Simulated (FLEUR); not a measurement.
# TiB2 (P6/mmm) in FLEUR: further runs

One crystal, TiB2, is run at these levels: PBEsol; tasks: equation of state.

All numbers are computed with FLEUR MaX-R8.1 (later development tree); they aren't measurements. Logs are shortened: lines on timing, memory, paths and dates and some standing lists are left out, and cuts for length are marked.

## (1) Starting point

It takes space group P6/mmm (No. 191, hexagonal). Conventional cell: a = 3.029 Å, b = 3.029 Å, c = 3.228 Å, α = 90.00°, β = 90.00°, γ = 120.00°. Ti (site symmetry 6/mmm) has 12 B at 2.38 Å as nearest neighbours. B (site symmetry -6m2) is surrounded by 3 B at 1.75 Å.

## (2) Equation of state, PBEsol, 8.04 Å³/atom (volume scaled by 0.94)

File inp.xml:

```xml
<?xml version="1.0" encoding="UTF-8" standalone="no"?>
<fleurInput fleurInputVersion="0.39">
   <comment>
      TiB2                                                                                                
   </comment>
   <calculationSetup>
      <cutoffs Kmax="4.86" Gmax="15.1" GmaxXC="15.1" numbands="0"/>
      <scfLoop itmax="60" minDistance="0.00001" maxIterBroyd="15" imix="Anderson" alpha="0.05" precondParam="0.0" spinf="2.0" sdNocoIR="T"/>
      <coreElectrons ctail="T" frcor="F" kcrel="0" coretail_lmax="0"/>
      <xcFunctional name="PBEs" relativisticCorrections="F"/>
      <magnetism jspins="1"/>
      <soc l_soc="F" theta="0.0" phi="0.0" spav="F"/>
      <expertModes spex="0" secvar="F"/>
      <geometryOptimization l_f="F" forcealpha="1.0" forcemix="BFGS" epsdisp="0.0005" epsforce="0.0002"/>
      <ldaU l_linMix="F" mixParam="0.05" spinf="1.0"/>
   </calculationSetup>
   <cell>
      <bzIntegration valenceElectrons="18.0" mode="hist" fermiSmearingEnergy="0.00183747">
         <kPointListSelection listName="default-1"/>
         <!-- k-points included here -->
         <xi:include xmlns:xi="http://www.w3.org/2001/XInclude" href="kpts.xml"> </xi:include>
      </bzIntegration>
      <!-- symmetry operations included here -->
      <xi:include xmlns:xi="http://www.w3.org/2001/XInclude" href="sym.xml"> </xi:include>
      <bulkLattice scale="0.9795861087">
         <bravaisMatrix>
            <row-1>    5.7243583766383193     0.0000000000000000     0.0000000000000000</row-1>
            <row-2>   -2.8621791883191596     4.9574397744522232     0.0000000000000000</row-2>
            <row-3>    0.0000000000000000     0.0000000000000000     6.1007918206586398</row-3>
         </bravaisMatrix>
      </bulkLattice>
   </cell>
   <atomSpecies>
      <species name="Titanium (Ti)" element="Ti" atomicNumber="22">
         <mtSphere radius="2.56" gridPoints="873" logIncrement="0.014"/>
         <atomicCutoffs lmax="10" lnonsphr="10"/>
         <electronConfig flipSpins="F">
            <coreConfig>(1s1/2) (2s1/2) (2p1/2) (2p3/2)</coreConfig>
            <valenceConfig>(3s1/2) (3p1/2) (3p3/2) (4s1/2) (3d3/2) (3d5/2)</valenceConfig>
            <stateOccupation state="(3d3/2)" spinUp="0.400000" spinDown="0.400000"/>
            <stateOccupation state="(3d5/2)" spinUp="0.600000" spinDown="0.600000"/>
         </electronConfig>
         <energyParameters s="4" p="4" d="3" f="4"/>
         <lo type="SCLO" l="0" n="3" eDeriv="0"/>
         <lo type="SCLO" l="1" n="3" eDeriv="0"/>
         <lo type="SCLO" l="1" n="3" eDeriv="1"/>
         <lo type="SCLO" l="2" n="3" eDeriv="2"/>
         <lo type="SCLO" l="3" n="4" eDeriv="2"/>
      </species>
      <species name="Boron (B)" element="B" atomicNumber="5">
         <mtSphere radius="1.48" gridPoints="507" logIncrement="0.02"/>
         <atomicCutoffs lmax="8" lnonsphr="8"/>
         <electronConfig flipSpins="F">
            <coreConfig>(1s1/2)</coreConfig>
            <valenceConfig>(2s1/2) (2p1/2) (2p3/2)</valenceConfig>
            <stateOccupation state="(2p1/2)" spinUp="0.166667" spinDown="0.166667"/>
            <stateOccupation state="(2p3/2)" spinUp="0.333333" spinDown="0.333333"/>
         </electronConfig>
         <energyParameters s="2" p="2" d="3" f="4"/>
         <lo type="SCLO" l="0" n="2" eDeriv="2"/>
         <lo type="SCLO" l="1" n="2" eDeriv="2"/>
         <lo type="SCLO" l="2" n="3" eDeriv="2"/>
      </species>
   </atomSpecies>
   <atomGroups>
      <atomGroup species="Titanium (Ti)">
         <relPos label="                   1">.0000000000 .0000000000 .0000000000</relPos>
         <force calculate="T" relaxXYZ="TTT"/>
      </atomGroup>
      <atomGroup species="Boron (B)">
         <relPos label="                   2">-1.000/3.000 1.000/3.000 1.000/2.000</relPos>
         <relPos label="                   3">1.000/3.000 -1.000/3.000 1.000/2.000</relPos>
         <force calculate="T" relaxXYZ="TTT"/>
      </atomGroup>
   </atomGroups>
   <output dos="F" band="F" slice="F">
      <checks vchk="F" cdinf="F"/>
      <bandDOS minEnergy="-.5*Htr" maxEnergy="0.5*Htr" sigma="0.015" storeEVData="T"/>
      <vacuumDOS vacdos="F" integ="F" star="F" nstars="0" locx1="0.0" locy1="0.0" locx2="0.0" locy2="0.0" nstm="0" tworkf="0.0"/>
      <unfoldingBand unfoldBand="F" supercellX="1" supercellY="1" supercellZ="1"/>
      <plotting iplot="0" polar="F">
         <plot TwoD="T" vec1="  1.0  0.0  0.0" vec2="  0.0  1.0  0.0" vec3="  0.0  0.0  1.0" zero="  0.0  0.0  0.0" file="plot"/>
      </plotting>
      <chargeDensitySlicing numkpt="0" minEigenval="0.0" maxEigenval="0.0" nnne="0" pallst="F"/>
      <specialOutput eonly="F"/>
      <moessbauerParams electricFieldGradient="T" isomerShift="T" coreHyperfine="T" valenceHyperfine="T"/>
      <magneticCircularDichroism mcd="F" energyLo="-10.0" energyUp="0.0"/>
   </output>
  <!-- We include the file relax.xml here to enable relaxations (see documentation) -->
  <xi:include xmlns:xi="http://www.w3.org/2001/XInclude" href="relax.xml"> <xi:fallback/> </xi:include>
</fleurInput>
```

Potentials or basis: all-electron, FLAPW.

The run is started by

```
$ inpgen -f crystal.txt -profile fastHighL
$ # inp.xml edited to the form shown
$ mpirun -n 4 fleur_MPI -pe_per_kpt 1
```

What it wrote:

```text
Welcome to FLEUR        (www.flapw.de)
      MaX-Release 8.1          (www.max-centre.eu)

 ========== k-point set info ==========
 Selected k-point list: default-1
 k-point list type: mesh
 10 x 10 x 8
 Number of k points: 70

 ------------Calculation Setup---------------------------
 Number of MPI-tasks      :            4
 Number of PE/node        :            4
 Number of OMP-threads    :            1
 Using exactly            1  PE per kpt
 Using exactly            1  PE per kpt
 k-points in parallel     :            4
 pe's per k-point         :            1
 No of k-point loops      :           17
 Using exactly            1  PE per kpt
 Using exactly            1  PE per kpt
 Info/Warning             : your k-point parallelism is not fully load-balanced
 Eigenvalue solver        :       lapack
 Number of basis functions:          444
 Approximate size of matrices (H+S) per k-point:         0.003 GB
 --------------------------------------------------------
Nuclear radius smaller than smallest radial mesh point for atom type 2 -- skipping its core isomer shift
Nuclear radius smaller than smallest radial mesh point for atom type 2 -- skipping its isomer shift
 Iteration:     1   Distance:      21.54118624 me/bohr^3
Nuclear radius smaller than smallest radial mesh point for atom type 2 -- skipping its core isomer shift
Nuclear radius smaller than smallest radial mesh point for atom type 2 -- skipping its isomer shift
 Iteration:     2   Distance:      18.58413510 me/bohr^3
Nuclear radius smaller than smallest radial mesh point for atom type 2 -- skipping its core isomer shift
Nuclear radius smaller than smallest radial mesh point for atom type 2 -- skipping its isomer shift
 Iteration:     3   Distance:       8.07891001 me/bohr^3
Nuclear radius smaller than smallest radial mesh point for atom type 2 -- skipping its core isomer shift
Nuclear radius smaller than smallest radial mesh point for atom type 2 -- skipping its isomer shift
 Iteration:     4   Distance:       7.56371300 me/bohr^3
Nuclear radius smaller than smallest radial mesh point for atom type 2 -- skipping its core isomer shift
Nuclear radius smaller than smallest radial mesh point for atom type 2 -- skipping its isomer shift
 Iteration:     5   Distance:       1.49324728 me/bohr^3
Nuclear radius smaller than smallest radial mesh point for atom type 2 -- skipping its core isomer shift
Nuclear radius smaller than smallest radial mesh point for atom type 2 -- skipping its isomer shift
 Iteration:     6   Distance:       1.00268375 me/bohr^3
Nuclear radius smaller than smallest radial mesh point for atom type 2 -- skipping its core isomer shift
Nuclear radius smaller than smallest radial mesh point for atom type 2 -- skipping its isomer shift
 Iteration:     7   Distance:       0.20383340 me/bohr^3
Nuclear radius smaller than smallest radial mesh point for atom type 2 -- skipping its core isomer shift
Nuclear radius smaller than smallest radial mesh point for atom type 2 -- skipping its isomer shift
 Iteration:     8   Distance:       0.03113333 me/bohr^3
Nuclear radius smaller than smallest radial mesh point for atom type 2 -- skipping its core isomer shift
Nuclear radius smaller than smallest radial mesh point for atom type 2 -- skipping its isomer shift
 Iteration:     9   Distance:       0.02741931 me/bohr^3
Nuclear radius smaller than smallest radial mesh point for atom type 2 -- skipping its core isomer shift
Nuclear radius smaller than smallest radial mesh point for atom type 2 -- skipping its isomer shift
 Iteration:    10   Distance:       0.00370355 me/bohr^3
Nuclear radius smaller than smallest radial mesh point for atom type 2 -- skipping its core isomer shift
Nuclear radius smaller than smallest radial mesh point for atom type 2 -- skipping its isomer shift
 Iteration:    11   Distance:       0.00353985 me/bohr^3
Nuclear radius smaller than smallest radial mesh point for atom type 2 -- skipping its core isomer shift
Nuclear radius smaller than smallest radial mesh point for atom type 2 -- skipping its isomer shift
 Iteration:    12   Distance:       0.00042325 me/bohr^3
Nuclear radius smaller than smallest radial mesh point for atom type 2 -- skipping its core isomer shift
Nuclear radius smaller than smallest radial mesh point for atom type 2 -- skipping its isomer shift
 Iteration:    13   Distance:       0.00041271 me/bohr^3
Nuclear radius smaller than smallest radial mesh point for atom type 2 -- skipping its core isomer shift
Nuclear radius smaller than smallest radial mesh point for atom type 2 -- skipping its isomer shift
 Iteration:    14   Distance:       0.00001126 me/bohr^3
Nuclear radius smaller than smallest radial mesh point for atom type 2 -- skipping its core isomer shift
Nuclear radius smaller than smallest radial mesh point for atom type 2 -- skipping its isomer shift
 Iteration:    15   Distance:       0.00000470 me/bohr^3

 ********************************************************************
 Run finished successfully
 Stop message:
   all done
 ********************************************************************
```

Run time: 19 s. Hardware: 4 MPI ranks of Arm Neoverse V1, shared host.

What came out:

```yaml
Free_energy: -24557.0703 eV
Band_gap_on_the_k_mesh: none (metal or under the smearing width)
Valence_electrons_inside_the_program's_atomic_spheres: Ti 11.33; B 1.38 (radii Ti 2.56, B 1.48 bohr)
```

## (3) Equation of state, PBEsol, 8.21 Å³/atom (volume scaled by 0.96)

inp.xml: that of step 2 with these lines changed.

```diff
@@ -24,3 +24,3 @@
       <xi:include xmlns:xi="http://www.w3.org/2001/XInclude" href="sym.xml"> </xi:include>
-      <bulkLattice scale="0.9795861087">
+      <bulkLattice scale="0.9864848297">
          <bravaisMatrix>
```

Potentials or basis: all-electron, FLAPW.

The run is started by

```
$ inpgen -f crystal.txt -profile fastHighL
$ # inp.xml edited to the form shown
$ mpirun -n 4 fleur_MPI -pe_per_kpt 1
```

Wall time 20 s (4 MPI ranks of Arm Neoverse V1, shared host).

Results (log left out):

* Free energy: -24557.0991 eV
* Band gap on the k mesh: none (metal or under the smearing width)
* Valence electrons inside the program's atomic spheres: Ti 11.27; B 1.37 (radii Ti 2.56, B 1.48 bohr)

## (4) Equation of state, PBEsol, 8.38 Å³/atom (volume scaled by 0.98)

inp.xml: that of step 3 with these lines changed.

```diff
@@ -24,3 +24,3 @@
       <xi:include xmlns:xi="http://www.w3.org/2001/XInclude" href="sym.xml"> </xi:include>
-      <bulkLattice scale="0.9864848297">
+      <bulkLattice scale="0.9932883884">
          <bravaisMatrix>
```

The run is started by

```
$ inpgen -f crystal.txt -profile fastHighL
$ # inp.xml edited to the form shown
$ mpirun -n 4 fleur_MPI -pe_per_kpt 1
```

It took 21 s on 4 MPI ranks of Arm Neoverse V1, shared host.

The run converged. Its results:

* Free energy: -24557.1085 eV
* Band gap on the k mesh: none (metal or under the smearing width)
* Valence electrons inside the program's atomic spheres: Ti 11.20; B 1.35 (radii Ti 2.56, B 1.48 bohr)

## (5) Equation of state, PBEsol, 8.55 Å³/atom

inp.xml: that of step 4 with these lines changed.

```diff
@@ -24,3 +24,3 @@
       <xi:include xmlns:xi="http://www.w3.org/2001/XInclude" href="sym.xml"> </xi:include>
-      <bulkLattice scale="0.9932883884">
+      <bulkLattice scale="1.0000000000">
          <bravaisMatrix>
```

The run is started by

```
$ inpgen -f crystal.txt -profile fastHighL
$ # inp.xml edited to the form shown
$ mpirun -n 4 fleur_MPI -pe_per_kpt 1
```

It took 21 s on 4 MPI ranks of Arm Neoverse V1, shared host.

Results (log left out):

```yaml
Free_energy: -24557.1005 eV
Band_gap_on_the_k_mesh: none (metal or under the smearing width)
Valence_electrons_inside_the_program's_atomic_spheres: Ti 11.15; B 1.33 (radii Ti 2.56, B 1.48 bohr)
```

## (6) Equation of state, PBEsol, 8.72 Å³/atom (volume scaled by 1.02)

inp.xml: that of step 5 with these lines changed.

```diff
@@ -24,3 +24,3 @@
       <xi:include xmlns:xi="http://www.w3.org/2001/XInclude" href="sym.xml"> </xi:include>
-      <bulkLattice scale="1.0000000000">
+      <bulkLattice scale="1.0066227096">
          <bravaisMatrix>
```

Potentials or basis: all-electron, FLAPW.

The run is started by

```
$ inpgen -f crystal.txt -profile fastHighL
$ # inp.xml edited to the form shown
$ mpirun -n 4 fleur_MPI -pe_per_kpt 1
```

Run time: 21 s. Hardware: 4 MPI ranks of Arm Neoverse V1, shared host.

It converged, with:

- Free energy: -24557.0765 eV
- Band gap on the k mesh: none (metal or under the smearing width)
- Valence electrons inside the program's atomic spheres: Ti 11.09; B 1.31 (radii Ti 2.56, B 1.48 bohr)

## (7) Equation of state, PBEsol, 8.89 Å³/atom (volume scaled by 1.04)

inp.xml: that of step 6 with these lines changed.

```diff
@@ -24,3 +24,3 @@
       <xi:include xmlns:xi="http://www.w3.org/2001/XInclude" href="sym.xml"> </xi:include>
-      <bulkLattice scale="1.0066227096">
+      <bulkLattice scale="1.0131594038">
          <bravaisMatrix>
```

The run is started by

```
$ inpgen -f crystal.txt -profile fastHighL
$ # inp.xml edited to the form shown
$ mpirun -n 4 fleur_MPI -pe_per_kpt 1
```

It took 22 s on 4 MPI ranks of Arm Neoverse V1, shared host.

It converged, with:

```
Free energy                                           : -24557.0383 eV
Band gap on the k mesh                                : none (metal or under the smearing width)
Valence electrons inside the program's atomic spheres : Ti 11.04; B 1.30 (radii Ti 2.56, B 1.48 bohr)
```

## (8) Equation of state, PBEsol, 9.06 Å³/atom (volume scaled by 1.06)

inp.xml: that of step 7 with these lines changed.

```diff
@@ -24,3 +24,3 @@
       <xi:include xmlns:xi="http://www.w3.org/2001/XInclude" href="sym.xml"> </xi:include>
-      <bulkLattice scale="1.0131594038">
+      <bulkLattice scale="1.0196128224">
          <bravaisMatrix>
```

The run is started by

```
$ inpgen -f crystal.txt -profile fastHighL
$ # inp.xml edited to the form shown
$ mpirun -n 4 fleur_MPI -pe_per_kpt 1
```

Wall time 23 s (4 MPI ranks of Arm Neoverse V1, shared host).

The run converged. Its results:

- Free energy: -24556.9870 eV
- Band gap on the k mesh: none (metal or under the smearing width)
- Valence electrons inside the program's atomic spheres: Ti 10.99; B 1.28 (radii Ti 2.56, B 1.48 bohr)

## (9) Equation of state, PBEsol

Potentials or basis: all-electron, FLAPW.

No new run: the results of the series are fitted here.

What came out:

```yaml
Equilibrium_volume: 8.38 Å³/atom
Bulk_modulus_at_fixed_shape_and_positions: 267 GPa
Pressure_derivative_of_the_bulk_modulus: 3.9
```

Energy against volume, from the lowest point:
```csv
volume (Å³/atom),energy (meV/atom)
8.039,12.74
8.210,3.14
8.381,0.00
8.552,2.68
8.723,10.65
8.894,23.40
9.065,40.49
```

Caveat: the cell was scaled at fixed shape and fractional positions, which overstates the stiffness of a crystal with free parameters, most of all of layers and chains.
